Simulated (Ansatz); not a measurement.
# Ni2Ge: properties at the relaxed cell

Aim: for Ni2Ge, measure the bulk modulus from energies at several volumes.

Method: DFT PBEsol, scalar-relativistic, plane waves, PAW, in Ansatz 0.2.0.

1 further run of the same task is left out (set aside as unsound or not needed).

## (1) The structure to begin with

It takes space group P6_3/mmc (No. 194, hexagonal). Conventional cell: a = 3.972 Å, b = 3.972 Å, c = 5.014 Å, α = 90.00°, β = 90.00°, γ = 120.00°. Around Ni (site symmetry -6m2) lie 5 Ge at 2.29 to 2.51 Å and 6 Ni at 2.61 Å. Ni (site symmetry -3m) is surrounded by 8 Ni at 2.51 to 2.61 Å and 6 Ge at 2.61 Å. Ge (site symmetry -6m2) is surrounded by 11 Ni at 2.29 to 2.61 Å.

As a file:

```
Ni Ge
1.0
     3.97196    0.00000    0.00000
    -1.98598    3.43982    0.00000
     0.00000    0.00000    5.01406
Ni Ge
4 2
Direct
  0.66667 0.33333 0.25000
  0.33333 0.66667 0.75000
  0.00000 0.00000 0.00000
  0.00000 0.00000 0.50000
  0.66667 0.33333 0.75000
  0.33333 0.66667 0.25000
```

It goes back to an entry of the Materials Project, which need not be the stable form.

It is the result of an earlier relaxation at this level (volume 11.42 Å³/atom; gap on the mesh: none (metal)).

## (2) Volume × 0.97

The input, input.yaml:

```yaml
crystal:
  lattice:
    - [3.9318392604, 0.0, 0.0]
    - [-1.9659196302, 3.4050726831, 0.0]
    - [0.0, 0.0, 4.9634089024]
  atoms:
    - { symbol: Ni, position: [0.6666666667, 0.3333333333, 0.25] }
    - { symbol: Ni, position: [0.3333333333, 0.6666666667, 0.75] }
    - { symbol: Ni, position: [0.0, 0.0, 0.0] }
    - { symbol: Ni, position: [0.0, 0.0, 0.5] }
    - { symbol: Ge, position: [0.6666666667, 0.3333333333, 0.75] }
    - { symbol: Ge, position: [0.3333333333, 0.6666666667, 0.25] }
basis:
  ecutwfc: 420
kpoints:
  mp_grid: { grid: [12, 12, 8] }
hamiltonian:
  xc: pbesol
scf:
  occupations: { method: gaussian, width: 0.1 }
output:
  forces: true
  stress: true
  eigenvalues: true
relax:
  adjacent_minimum: "off"
  f_tol: 0.01
  max_steps: 30
  cell: { stress_tol: 0.1, fix: [volume] }
```

Run with:

```sh
ansatz run input.yaml --threads 1 --pin off --max-ram 2560MiB --backend cpu --events-out ev --progress --plain --runs-dir out
```

## (3) The cell scaled to 1.03 of its volume

Changes to input.yaml since step 2:

```diff
@@ -2,5 +2,5 @@
   lattice:
-    - [3.9318392604, 0.0, 0.0]
-    - [-1.9659196302, 3.4050726831, 0.0]
-    - [0.0, 0.0, 4.9634089024]
+    - [4.0112917629, 0.0, 0.0]
+    - [-2.0056458814, 3.4738805687, 0.0]
+    - [0.0, 0.0, 5.0637068119]
   atoms:
```

## (4) Volume × 0.94

Changes to input.yaml since step 3:

```diff
@@ -2,5 +2,5 @@
   lattice:
-    - [4.0112917629, 0.0, 0.0]
-    - [-2.0056458814, 3.4738805687, 0.0]
-    - [0.0, 0.0, 5.0637068119]
+    - [3.8956751639, 0.0, 0.0]
+    - [-1.947837582, 3.3737536569, 0.0]
+    - [0.0, 0.0, 4.8996178847]
   atoms:
```

## (5) Volume × 1.06

Changes to input.yaml since step 4:

```diff
@@ -2,5 +2,5 @@
   lattice:
-    - [3.8956751639, 0.0, 0.0]
-    - [-1.947837582, 3.3737536569, 0.0]
-    - [0.0, 0.0, 4.8996178847]
+    - [4.0442260545, 0.0, 0.0]
+    - [-2.0221130272, 3.5024025018, 0.0]
+    - [0.0, 0.0, 5.1266639502]
   atoms:
```

## (6) Volume × 0.91

Changes to input.yaml since step 5:

```diff
@@ -2,5 +2,5 @@
   lattice:
-    - [4.0442260545, 0.0, 0.0]
-    - [-2.0221130272, 3.5024025018, 0.0]
-    - [0.0, 0.0, 5.1266639502]
+    - [3.858160428, 0.0, 0.0]
+    - [-1.929080214, 3.3412649425, 0.0]
+    - [0.0, 0.0, 4.8359372687]
   atoms:
```

## (7) Volume × 1.10

Changes to input.yaml since step 6:

```diff
@@ -2,5 +2,5 @@
   lattice:
-    - [3.858160428, 0.0, 0.0]
-    - [-1.929080214, 3.3412649425, 0.0]
-    - [0.0, 0.0, 4.8359372687]
+    - [4.0881938248, 0.0, 0.0]
+    - [-2.0440969124, 3.5404797079, 0.0]
+    - [0.0, 0.0, 5.2063044429]
   atoms:
```

## (8) Volume × 0.88

Changes to input.yaml since step 7:

```diff
@@ -2,5 +2,5 @@
   lattice:
-    - [4.0881938248, 0.0, 0.0]
-    - [-2.0440969124, 3.5404797079, 0.0]
-    - [0.0, 0.0, 5.2063044429]
+    - [3.8192609603, 0.0, 0.0]
+    - [-1.9096304802, 3.3075770153, 0.0]
+    - [0.0, 0.0, 4.7722571333]
   atoms:
```

(Steps that only read results are left out.)

Q: Predict the outcome of this session. Wanted: equilibrium volume of the fit; bulk modulus.

As calculated:

| quantity | value |
| --- | --- |
| equilibrium volume of the fit | 11.42 Å³/atom |
| bulk modulus | 200 GPa |
| its pressure derivative | 4.9 |

The fit puts the minimum at 11.42 Å³/atom with B = 200 GPa and B' = 4.9. Spin polarisation is off in the runs that give these values; a magnetic solution could lie lower.
